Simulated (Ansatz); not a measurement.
## BN: H interstitial

Computed with DFT PBE+D3(BJ), scalar-relativistic, plane waves, PAW in Ansatz. Settings: 420 eV cutoff, 2×2×2 k-mesh, shifted by half a step, Gaussian smearing of 0.01 eV, collinear spin in charge 0 alone.

Host crystal, relaxed:

```
CELL_PARAMETERS angstrom
1.25306 0.72345 3.29488
-1.25306 0.72345 3.29488
0.00000 -1.44691 3.29488
ATOMIC_POSITIONS crystal
B 0.99970 0.99970 0.99970
N 0.33274 0.33274 0.33274
```

Supercell of 32 atoms, rows in host cell vectors: -1 3 -1; -1 -1 3; 3 -1 -1. Atoms relax at the host's cell from a start displaced at random by 0.06 Å near the defect, so other minima may exist. The cell is small, so energies carry finite-size errors of tenths of an eV. The host's Kohn–Sham gap is 4.16 eV. Atoms are taken from and returned to the elements' standard states. Charged cells are corrected for image charges with the computed static dielectric tensor (mean 5.4) and aligned with the host's potential at far atoms (alignment terms reach 0.16 eV; the program doubts the alignment in some charges, where it is up to 0.16 eV). No band-filling term is added, and the Fermi level counts from the host's valence band top.

Defect: H interstitial at (0.438, 0.500, 0.625) of the host cell.

Task: What is the formation energy of the neutral defect?

Result: 2.42 eV.

Task: Does the neutral defect carry a moment, and how do its surroundings relax?

Result: It changes the cell's moment by 1.00 μB. The nearest neighbours before are 1 N at 1.88 Å, 1 N at 1.89 Å, 1 B at 1.92 Å, 1 B at 2.02 Å, 1 N at 2.08 Å, 1 N at 2.18 Å, 1 B at 2.21 Å, 1 B at 2.22 Å; after relaxation the atoms near the site are 1 B at 1.33 Å, 1 N at 1.98 Å, 3 N at 2.13 Å, 3 B at 2.40 Å; the largest move is 1.29 Å.

Task: Charges +1, 0, -1 were computed. Which is stable where in the gap?

Result: Among the charges computed the stable one is +1 at the valence band top, changing to -1 at 2.26 eV. Other sites of the defect weren't tried. Levels between neighbouring charges: (+1/0) 2.69 eV, (0/-1) 1.84 eV.